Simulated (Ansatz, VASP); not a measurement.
# CuAu in VASP and in Ansatz

```xyz
2
Lattice="2.8560 0.0000 0.0000 0.0000 2.8560 0.0000 0.0000 0.0000 3.6700" Properties=species:S:1:pos:R:3 pbc="T T T"
Cu    1.4280    1.4280    1.8350
Au    0.0000    0.0000    0.0000
```

Change from the starting cell: strain +0.0200 x Voigt [1, 1, 0, 0, 0, 0], atoms carried along.

Alike in both runs: task single point; functional PBE; k mesh 18 × 18 × 14; occupations gaussian, width 0.15 eV; no spin polarisation.

|  | VASP | Ansatz |
| --- | --- | --- |
| version | VASP 6.6.1 | Ansatz 0.2.0 |
| potentials or method | VASP PAW PBE potentials, release 64 (Cu, Au) | scalar-relativistic, plane waves, PAW |
| plane-wave cutoff (eV) | 520 | 420 |
| valence electrons in the cell | 22 | 38 |

VASP gave:

- gap on the k mesh at the Fermi level (eV): none
- pressure (GPa): 0.5
- largest component of the traceless stress (GPa): 0.21

Question: Which values does Ansatz return?

Answer: gap on the k mesh at the Fermi level (eV): none; pressure (GPa): 0.4; largest component of the traceless stress (GPa): 0.24.

A gap of «none» marks a metal or a gap that the smearing closes. The two sets of potentials don't hold the same shells in valence.

The runs have no spin-orbit coupling, so splittings on Au are missing.
